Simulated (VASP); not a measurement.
A run of VASP 6.6.1 is set up as follows.

The input INCAR:

```
SYSTEM = SrTiO3
ALGO = Normal
EDIFF = 1E-7
ENCUT = 520
GGA = CA
ISIF = 2
ISMEAR = 0
KPAR = 2
LASPH = .TRUE.
LCHARG = .FALSE.
LMAXMIX = 4
LREAL = .FALSE.
LWAVE = .FALSE.
NBANDS = 28
NELM = 80
PREC = Accurate
SIGMA = 0.03
```

File KPOINTS:

```
k-points
0
G
  8 8 8
  0 0 0
```

The input POSCAR:

```
SrTiO3                                  
1.0
    3.8947475959      0.0000000000      0.0000000000
    0.0000000000      3.8947475959      0.0000000000
    0.0000000000      0.0000000000      3.8947475959
  Sr              Ti              O             
     1     1     3
Direct
     0.5000000000000000    0.5000000000000000    0.5000000000000000
     0.0000000000000000    0.0000000000000000    0.0000000000000000
     0.5000000000000000    0.0000000000000000    0.0000000000000000
     0.0000000000000000    0.5000000000000000    0.0000000000000000
     0.0000000000000000    0.0000000000000000    0.5000000000000000
```

KPOINTS_OPT

```
explicit points
188
Reciprocal
 0.0000000000  0.0000000000  0.0000000000 1
 0.0000000000  0.0263157895  0.0000000000 1
 0.0000000000  0.0526315789  0.0000000000 1
 0.0000000000  0.0789473684  0.0000000000 1
 0.0000000000  0.1052631579  0.0000000000 1
 0.0000000000  0.1315789474  0.0000000000 1
[... 180 lines left out ...]
 0.0153824400  0.4846175600  0.0000000000 1
-0.0153824400  0.5153824400  0.0000000000 1
```

Potentials or basis: VASP PAW LDA potentials, release 64 (Sr_sv, Ti_sv, O).

Run with:

```bash
$ cat potpaw_LDA.64/Sr_sv/POTCAR potpaw_LDA.64/Ti_sv/POTCAR potpaw_LDA.64/O/POTCAR > POTCAR
$ mpirun -np 2 vasp_std > vasp.out
```

(1) What does it give for the band gap along the path?

(2) What does it give for the band gap on the k mesh?

(3) Predict the pressure.

Answers

(1) 1.76 eV, indirect (least direct gap 2.12 eV).

(2) 1.76 eV, indirect (least direct gap 2.12 eV).

(3) -4.9 GPa.
